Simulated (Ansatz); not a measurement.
Runs of Ansatz 0.2.0 on ZnS (Wurtzite-4H). It takes space group P6_3mc (No. 186, hexagonal). The conventional cell has a = 3.823 Å, b = 3.823 Å, c = 12.520 Å, α = 90.00°, β = 90.00°, γ = 120.00°. Around Zn (site symmetry 3m) lie 4 S at 2.34 to 2.35 Å. Around Zn (site symmetry 3m) lie 4 S at 2.34 to 2.35 Å. S (site symmetry 3m) has 4 Zn at 2.34 to 2.35 Å as nearest neighbours. S (site symmetry 3m) is surrounded by 4 Zn at 2.34 to 2.35 Å. 

```csv
task,level,cell,smearing,gap on the mesh (eV),pressure (GPa),relaxed volume (Å³/atom),largest force (eV/Å)
relaxation of cell and atoms,BLYP,relaxed,fermi-dirac 0.05 eV,1.77,0.0,21.29,0.01
single point,PBE,as given,gaussian 0.012 eV,2.13,(a),-,(c)
relaxation of cell and atoms,PBE+D4,relaxed,fermi-dirac 0.05 eV,2.21,0.0,19.44,-
relaxation of cell and atoms,PBEsol+D4,relaxed,fermi-dirac 0.05 eV,2.20,0.0,(b),-
```

Alike in all rows: potentials or basis Ansatz PAW; no spin polarisation; k mesh 8 × 8 × 3; cutoff (eV) 420.

Question: Fill in the values left out.

Answer: (a) 1.3; (b) 18.87; (c) 0.04.

Caveats: odd divisions of the mesh miss points on the zone boundary, where band edges often lie, so the gap on the mesh can be too wide; the plane-wave basis is chosen anew once the cell has moved, so the energies of steps on either side of that aren't comparable (some runs); the PAW data sets come from PBE, with cores solved anew for the run's functional, which leaves a small shift of forces and pressure (some runs).

A k mesh can miss the band edges.
